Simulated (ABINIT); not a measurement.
The system is Pt.

```
CELL_PARAMETERS angstrom
0.00000 1.96090 1.96090
1.96090 0.00000 1.96090
1.96090 1.96090 0.00000
ATOMIC_POSITIONS crystal
Pt 0.00000 0.00000 0.00000
```

Program: ABINIT 10.8.3 (patched build). Alike in all runs: no spin polarisation; cell as given; smearing fermi-dirac 0.05 eV.

**Question.** Order these runs on this cell by their pressure, lowest first.
A. level LDA; potentials or basis JTH PAW LDA v2.0; k mesh 10 × 10 × 10; cutoff (eV) 544; fine-grid cutoff 1088.46 eV
B. level r2SCAN; potentials or basis JTH PAW PBE v2.0; k mesh 16 × 16 × 16; cutoff (eV) 653; fine-grid cutoff 1251.72 eV
C. level RPBE; potentials or basis JTH PAW PBE v2.0; k mesh 12 × 12 × 12; cutoff (eV) 544; fine-grid cutoff 1088.46 eV

**Answer.** A (-5.7 GPa), B (6.2 GPa), C (14.9 GPa).

Caveats: the PAW data sets were made with another functional, which shifts forces and pressure a little (some runs).
